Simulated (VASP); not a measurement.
# InAs (F-43m) in VASP: settings compared, part 2 of 2

VASP 6.6.1.

## Step 5: Band structure, PBEsol, spin-orbit coupling, no magnetisation

INCAR

```
  PREC = Accurate
  ENCUT = 520
  EDIFF = 1E-6
  ISMEAR = 0
  SIGMA = 0.03
  LREAL = F
  LASPH = T
  NELM = 80
  ALGO = Normal
  ISIF = 2
  LWAVE = F
  LCHARG = F
  MAGMOM = 0 0 0 0 0 0
  LORBIT = 11
  LSORBIT = T
  GGA_COMPAT = F
  GGA = PS
  NBANDS = 32
```

KPOINTS

```
regular mesh
0
Gamma
  6 6 6
```

POSCAR

```
InAs                                    
1.0
    0.0000000000      3.0454540627      3.0454540627
    3.0454540627      0.0000000000      3.0454540627
    3.0454540627      3.0454540627      0.0000000000
  In              As            
     1     1
Direct
     0.0000000000000000    0.0000000000000000    0.0000000000000000
     0.2500000000000000    0.2500000000000000    0.2500000000000000
```

KPOINTS_OPT is that of step 4.

Potentials or basis: VASP PAW PBE potentials, release 64 (In_d, As).

Run with:

```
$ cat potpaw_PBE.64/In_d/POTCAR potpaw_PBE.64/As/POTCAR > POTCAR
$ mpirun -np 1 vasp_ncl > vasp.out
```

OUTCAR:

```text
PREC = Accurate
   ENCUT = 520
   EDIFF = 1E-6
   ISMEAR = 0
   LREAL = F
   LASPH = T
   NELM = 80
   ISIF = 2
   LORBIT = 11
   LSORBIT = T
   GGA = PS

 ion  position               nearest neighbor table
   1  0.000  0.000  0.000-   2 2.64   2 2.64   2 2.64   2 2.64
   2  0.250  0.250  0.250-   1 2.64   1 2.64   1 2.64   1 2.64

  LATTYP: Found a face centered cubic cell.
 ALAT       =     6.0909081254

  Lattice vectors:

 A1 = (   0.0000000000,   3.0454540627,   3.0454540627)
 A2 = (   3.0454540627,   0.0000000000,   3.0454540627)
 A3 = (   3.0454540627,   3.0454540627,   0.0000000000)

[... 989 lines left out ...]
    -0.0000010    -0.0000003     0.0000000    -0.0000003     0.0000000
 l=   3
     0.0000000     0.0000000     0.0000000     0.0000000     0.0000000     0.0000000     0.0000000
     0.0000000     0.0000000     0.0000000     0.0000000     0.0000000     0.0000000     0.0000000
     0.0000000     0.0000000     0.0000000     0.0000000     0.0000000     0.0000000     0.0000000
     0.0000000     0.0000000     0.0000000     0.0000000     0.0000000     0.0000000     0.0000000
     0.0000000     0.0000000     0.0000000     0.0000000     0.0000000     0.0000000     0.0000000
     0.0000000     0.0000000     0.0000000     0.0000000     0.0000000     0.0000000     0.0000000
     0.0000000     0.0000000     0.0000000     0.0000000     0.0000000     0.0000000     0.0000000

 total charge

# of ion       s       p       d       tot
------------------------------------------
    1        0.847   0.719   9.886  11.452
    2        1.224   1.549   0.021   2.794
--------------------------------------------------
tot          2.071   2.268   9.907  14.247

 magnetization (x)

# of ion       s       p       d       tot
------------------------------------------
    1       -0.000   0.000  -0.000  -0.000
    2       -0.000   0.000   0.000   0.000
--------------------------------------------------
tot         -0.000   0.000  -0.000  -0.000

 magnetization (y)

# of ion       s       p       d       tot
------------------------------------------
    1        0.000  -0.000  -0.000  -0.000
    2       -0.000   0.000   0.000  -0.000
--------------------------------------------------
tot          0.000  -0.000  -0.000  -0.000

 magnetization (z)

# of ion       s       p       d       tot
------------------------------------------
    1        0.000  -0.000   0.000  -0.000
    2        0.000  -0.000   0.000  -0.000
--------------------------------------------------
tot          0.000  -0.000   0.000  -0.000
```

OSZICAR:

```text
N       E                     dE             d eps       ncg     rms          rms(c)
DAV:   1     0.159416914974E+03    0.15942E+03   -0.77338E+03  1408   0.122E+03
DAV:   2     0.931382770230E+01   -0.15010E+03   -0.14240E+03  1416   0.351E+02
DAV:   3    -0.803538780218E+01   -0.17349E+02   -0.17050E+02  1744   0.122E+02
DAV:   4    -0.877895737187E+01   -0.74357E+00   -0.74213E+00  1656   0.256E+01
DAV:   5    -0.881504742975E+01   -0.36090E-01   -0.36084E-01  2224   0.540E+00    0.438E+00
DAV:   6    -0.855071096580E+01    0.26434E+00   -0.30736E-01  2016   0.113E+01    0.239E+00
DAV:   7    -0.852274646326E+01    0.27965E-01   -0.14847E-01  2152   0.332E+00    0.773E-01
DAV:   8    -0.852095804811E+01    0.17884E-02   -0.12557E-02  2040   0.135E+00    0.540E-01
DAV:   9    -0.852100886747E+01   -0.50819E-04   -0.14799E-03  1904   0.285E-01    0.149E-01
DAV:  10    -0.852112025949E+01   -0.11139E-03   -0.47088E-04  1928   0.430E-01    0.747E-02
[... 83 further cycles ...]
DAV:   9    -0.238788093697E+04   -0.30849E-06     1200
       N       E                     dE             ncg
DAV:   1     0.704955759578E+04   -0.50736E+04      720
DAV:   2     0.543598402301E+04   -0.16136E+04      712
DAV:   3     0.524930755068E+04   -0.18668E+03      896
DAV:   4     0.524195531456E+04   -0.73522E+01      848
DAV:   5     0.524156226957E+04   -0.39304E+00     1208
DAV:   6     0.524155921009E+04   -0.30595E-02      896
DAV:   7     0.524155903000E+04   -0.18008E-03     1080
DAV:   8     0.524155902590E+04   -0.41043E-05      864
DAV:   9     0.524155902575E+04   -0.15420E-06      616
```

stdout:

```text
POSCAR found type information on POSCAR InAs
 POSCAR found :  2 types and       2 ions
 scaLAPACK will be used
 -----------------------------------------------------------------------------
|                                                                             |
|                                                                             |
|     You enforced a specific xc type in the INCAR file but a different       |
|     I HOPE YOU KNOW WHAT YOU ARE DOING!                                     |
|                                                                             |
 -----------------------------------------------------------------------------

 LDA part: xc-table for (Slater+PW92), standard interpolation
 POSCAR, INCAR and KPOINTS ok, starting setup
 FFT: planning ... GRIDC
 FFT: planning ... GRID_SOFT
 FFT: planning ... GRID
 WAVECAR not read
 entering main loop
 Start KPOINTS_OPT (optional k-point list driver)
k-point batch [1-22\209]
k-point batch [23-44\209]
k-point batch [45-66\209]
k-point batch [67-88\209]
k-point batch [89-110\209]
k-point batch [111-132\209]
k-point batch [133-154\209]
k-point batch [155-176\209]
k-point batch [177-198\209]
k-point batch [199-209\209]
```

It took 5 min on 1 thread of Intel Xeon Platinum 8375C at 2.90GHz (Ice Lake), shared host; peak memory 0.33 GiB.

Results:

```
Free energy                                           : -8.5212 eV
Pressure                                              : 0.0 GPa
Valence electrons inside the program's atomic spheres : In 11.45; As 2.79
```

Caveat: the PAW data sets were made with another functional, which shifts forces and pressure a little.

## Step 6: Summary

```csv
level,spin,k mesh,grid for exact exchange (PRECFOCK),screening parameter,mesh quality,pressure (GPa)
HSE06,"SOC, no magnetisation",4 × 4 × 4,Fast,0.2 1/A,coarse,0.4
PBEsol,off,10 × 10 × 10,-,-,not flagged,0.0
PBEsol,"SOC, no magnetisation",6 × 6 × 6,-,-,not flagged,0.0
```

Alike in all rows: task band structure; potentials or basis VASP PAW PBE potentials, release 64 (In_d, As); cell as given; cutoff (eV) 520; smearing gaussian 0.03 eV.

Caveats: some runs use coarse meshes; the PAW data sets were made with another functional, which shifts forces and pressure a little; spin-orbit coupling is left out, which moves the levels of the heavy elements (some runs); this crystal is a semiconductor, whose small gap the functional closes, so the metal is an error of the method (some runs).

Total energies depend on the potentials used, so only differences within one code and one set of settings carry meaning.

## Step 7: How close it comes

Step 3. Against the measured gap of InAs, 0.418 eV (direct; 4.2 K; a printed reference work, data compilation), the calculated 0.00 eV is off by -0.42 eV. Spin-orbit coupling on As, In is left out. The value is that of PBEsol, without temperature or zero-point motion. Semilocal functionals fall short of measured gaps as a rule.

Step 4. A measured gap of InAs is 0.418 eV (direct; 4.2 K; a printed reference work, data compilation); the calculated 0.00 eV misses it by -0.42 eV. Spin-orbit coupling on As, In is left out. The value is that of PBEsol, without temperature or zero-point motion. Semilocal functionals fall short of measured gaps as a rule.
